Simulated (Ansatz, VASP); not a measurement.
Ru: VASP beside Ansatz

File INCAR:

```
SYSTEM = Ru
  PREC = Accurate
  ENCUT = 600
  EDIFF = 1E-7
  ISMEAR = -1
  SIGMA = 0.1
  LREAL = .False.
  LASPH = .True.
  NELM = 100
  ALGO = Normal
  ISIF = 3
  LWAVE = .False.
  LCHARG = .False.
  GGA = PE
  IBRION = 2
  NSW = 80
  EDIFFG = -0.01
```

Contents of KPOINTS:

```
regular mesh
0
Gamma
  15 15 15
  0 0 0
```

Contents of POSCAR:

```
Ru
1.0
   -1.5020265709      1.5020265709      1.5020265709
    1.5020265709     -1.5020265709      1.5020265709
    1.5020265709      1.5020265709     -1.5020265709
Ru
1
Direct
    0.0000000000      0.0000000000      0.0000000000
```

Input for Ansatz:

```yaml
crystal:
  lattice:
    - [-1.5020265709, 1.5020265709, 1.5020265709]
    - [1.5020265709, -1.5020265709, 1.5020265709]
    - [1.5020265709, 1.5020265709, -1.5020265709]
  atoms:
    - { symbol: Ru, position: [0.0, 0.0, 0.0] }
hamiltonian:
  xc: pbe
  pseudopotentials:
    kind: paw
    azcp:
      Ru: "pseudopotentials/Ru.paw.azcp"
basis:
  ecutwfc: 420
  fft_grid_basis: typed
kpoints:
  mp_grid: { grid: [15, 15, 15], shift: [0, 0, 0] }
magnetization:
  spin_polarized: false
scf:
  occupations: { method: fermi_dirac, width: 0.1 }
relax:
  max_steps: 60
  f_tol: 0.01
  cell: {}
```

The cell was built by a generator and needn't be a form met in nature.

Alike in both runs: task relaxation of cell and atoms; functional PBE; k mesh 15 × 15 × 15; occupations fermi-dirac, width 0.1 eV; no spin polarisation.

```csv
,VASP,Ansatz
version,VASP 6.6.1,Ansatz 0.2.0
potentials or method,"VASP PAW PBE potentials, release 64 (Ru_pv)","plane waves (420 eV) with PAW, scalar-relativistic"
plane-wave cutoff (eV),600,420
valence electrons in the cell,14,16
```

```tsv
	VASP	Ansatz	Ansatz less VASP
relaxed volume (Å³/atom)	14.25	14.25	+0.006
relaxed cell length with the largest relative difference (Å)	2.645	2.646	+0.0004
energy change over the relaxation (meV/atom)	-32	-33	-0.6
```

The two sets of potentials don't hold the same shells in valence.
